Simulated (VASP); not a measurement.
Write the native input for VASP 6.6.1 that does the following.

* Task: relaxation of cell and atoms
* Functional: PBE
* Potentials or basis: VASP PAW PBE potentials, release 64 (Hf_pv, O)
* Cutoff: 600 eV
* k mesh: 6 × 6 × 4
* Occupations: fermi-dirac, width 0.05 eV
* Spin: no spin polarisation
* Further INCAR settings: ALGO = Normal; EDIFF = 1e-06; IBRION = 2; EDIFFG = -0.01; NSW = 40; ISIF = 3

The structure of HfO2 lies in POSCAR:

```
HfO2
1.0
    3.6043260000      0.0000000000      0.0000000000
    0.0000000000      3.6043260000      0.0000000000
    0.0000000000      0.0000000000      5.2635560000
Hf O
2 4
Direct
    0.5000000000      0.5000000000      0.5000000000
    0.0000000000      0.0000000000      0.0000000000
    0.0000000000      0.5000000000      0.6932930000
    0.5000000000      0.0000000000      0.8067070000
    0.5000000000      0.0000000000      0.3067070000
    0.0000000000      0.5000000000      0.1932930000
```

Measurements of this composition are mostly on another form, of space group No. 14.

One way to write it, as run:

INCAR

```
SYSTEM = HfO2
  ALGO = Normal
  EDIFF = 1E-6
  EDIFFG = -0.01
  ENCUT = 600
  GGA = PE
  IBRION = 2
  ISIF = 3
  ISMEAR = -1
  KPAR = 8
  LASPH = .True.
  LCHARG = .False.
  LREAL = .False.
  LWAVE = .False.
  NELM = 80
  NSW = 40
  PREC = Accurate
  SIGMA = 0.05
```

KPOINTS

```
k-points
0
Gamma
  6 6 4
  0 0 0
```

Potentials or basis: VASP PAW PBE potentials, release 64 (Hf_pv, O).

The run is started by

```sh
$ cat potpaw_PBE.64/Hf_pv/POTCAR potpaw_PBE.64/O/POTCAR > POTCAR
$ mpirun -np 8 vasp_std > vasp.out
```

It gave:

| Item | Value |
| --- | --- |
| Relaxed volume | 11.21 Å³/atom |
| Relaxed cell | a = 3.587 Å, b = 3.587 Å, c = 5.225 Å, α = 90.00°, β = 90.00°, γ = 90.00° |
| Space group after relaxing (to 0.05 Å) | P4_2/nmc (No. 137) |
| Energy gained by relaxing | 1.8 meV/atom |
| Ionic steps | 9 |
| Pressure after relaxing | -0.1 GPa |
| Largest force after relaxing | 0.006 eV/Å |
| Band gap on the k mesh | 4.68 eV, indirect (least direct gap 4.76 eV) |

Caveat: spin-orbit coupling is left out, which moves the levels of the heavy elements.

Run time: 34 s on 8 MPI ranks on AMD EPYC 9R45 96-Core Processor (Zen 5), with other jobs on the host, peak memory 0.24 GiB a rank.
